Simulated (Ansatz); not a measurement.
# InSb: equation of state

The task here is to estimate one member of a computed series from the others.

Method: DFT PBEsol, scalar-relativistic, in Ansatz 0.2.0.

**Starting point**

The structure is cubic, space group F-43m (No. 216). Conventional cell: a = 6.478 Å, b = 6.478 Å, c = 6.478 Å, α = 90.00°, β = 90.00°, γ = 90.00°. In (site symmetry -43m) is surrounded by 4 Sb at 2.81 Å. Sb (site symmetry -43m) has 4 In at 2.81 Å as nearest neighbours.

As a file:

```cif
data_structure
_symmetry_space_group_name_H-M 'F-43m'
_symmetry_Int_Tables_number 216
_cell_length_a 6.4782
_cell_length_b 6.4782
_cell_length_c 6.4782
_cell_angle_alpha 90.000
_cell_angle_beta 90.000
_cell_angle_gamma 90.000
_cell_volume 271.87
loop_
_atom_site_label
_atom_site_type_symbol
_atom_site_symmetry_multiplicity
_atom_site_Wyckoff_symbol
_atom_site_fract_x
_atom_site_fract_y
_atom_site_fract_z
_atom_site_occupancy
In1 In 4 a 0.00000 0.00000 0.00000 1
Sb1 Sb 4 c 0.25000 0.25000 0.25000 1
```

The file gives the conventional cell by its symmetry; the runs use the cell typed in the input.

Atoms are numbered in the order of the input: In1, Sb2.

Set-up of the first run:

Contents of input.yaml:

```yaml
crystal:
  lattice:
    - [0.0, 3.1729773647, 3.1729773647]
    - [3.1729773647, 0.0, 3.1729773647]
    - [3.1729773647, 3.1729773647, 0.0]
  atoms:
    - { symbol: In, position: [0.0, 0.0, 0.0] }
    - { symbol: Sb, position: [0.75, 0.75, 0.75] }
kpoints:
  mp_grid: { grid: [9, 9, 9] }
  band_path:
    path:
      - [0.0, 0.0, 0.0]
      - [-0.5, -0.5, 0.0]
      - [-0.375, -0.375, 0.25]
      - [-0.375, 0.0, 0.375]
      - [0.0, 0.0, 0.0]
      - [0.0, 0.0, 0.5]
      - [-0.5, -0.25, 0.25]
      - [-0.5, -0.5, 0.0]
    npoints: 5
scf:
  occupations: { method: fermi_dirac, width: 0.05 }
hamiltonian:
  xc: pbesol
  pseudopotentials: { kind: all_electron, lapw: { basis_error: 0.00025 } }
output:
  forces: true
  stress: true
  eigenvalues: true
```

Run with:

```sh
> ansatz run input.yaml --threads 1 --pin off --max-ram 3072MiB --backend cpu --events-out ev --progress --plain --runs-dir out
```

Steps of the session up to this table: Volume × 0.94, LAPW; Volume × 0.94, PAW; Volume × 0.94, crystal datasets; Volume × 0.98, LAPW; Volume × 0.98, PAW; Volume × 0.98, crystal datasets; Volume × 1.01, LAPW; Volume × 1.01, PAW; Volume × 1.01, crystal datasets; Volume × 1.04, LAPW; Volume × 1.04, PAW; Volume × 1.04, crystal datasets.

One of the session's tables, all rows but one given; the rest of the session is left out.

```
          method  volume (Å³/atom)  pressure (GPa)
            LAPW            31.945            4.20
            LAPW            33.304            1.85
            LAPW            34.324            0.40
            LAPW            35.343           -0.82
             PAW            31.945            4.19
             PAW            33.304            1.84
             PAW            34.324               ?
             PAW            35.343           -0.83
crystal datasets            31.945            4.20
crystal datasets            33.304            1.85
crystal datasets            34.324            0.40
crystal datasets            35.343           -0.82
```

**Question.** Estimate the row for PAW, 34.324.

**Answer.** pressure (GPa): 0.39. In the column «pressure (GPa)» it lies between crystal datasets, 35.343 (-0.82) and LAPW, 34.324 (0.40).

Caveats from the session: Spin-orbit coupling is left out, though the cell holds Sb; in elements this heavy it can shift bands and gaps by tenths of an eV. Warnings in the runs' records: gradients without spin orbit, crystal datasets made.
